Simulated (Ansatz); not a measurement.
The cell is COD entry 9008680, as deposited and not checked against the literature; nothing was relaxed.

A run on NaH: DFT, PBE, all-electron LAPW, scalar-relativistic (Ansatz 0.2.0). The input:

```yaml
crystal:
  lattice:
    - [0.0, 2.44, 2.44]
    - [2.44, 0.0, 2.44]
    - [2.44, 2.44, 0.0]
  atoms:
    - { symbol: Na, position: [0.0, 0.0, 0.0] }
    - { symbol: H, position: [0.5, 0.5, 0.5] }
kpoints:
  mp_grid: { grid: [9, 9, 9] }
scf:
  occupations: { method: fermi_dirac, width: 0.03 }
hamiltonian:
  xc: pbe
  pseudopotentials:
    kind: all_electron
    lapw: { basis_error: 0.001, muffin_tin_radii: { H: 1.366, Na: 1.366 } }
output:
  forces: true
  stress: true
  eigenvalues: true
```

Question: Did this run give a result to trust?

Answer: No. The input was rejected before any iteration. The typed spheres overlap: twice 1.366 Å exceeds the shortest distance, 2.440 Å; smaller radii, or none typed, cure it. It says:
```
Error: `kind: all_electron` solves this crystal on LAPW (the input types lapw, or this build lists no dataset of some species for it), and no LAPW basis is found for it: the given muffin-tin radii of H and Na, or the smallest supported ones, add up to 2.732 Å, and 2.440 Å are free between these atoms; give smaller radii, or leave one out; where each species has a listed dataset, leave lapw and dirac_shells out and run without spin–orbit coupling, or set another kind (and leave the keys of all_electron out)
```
 The same cell converged in the base run, which differs by not having this change: all sphere radii typed as 1.366 A.
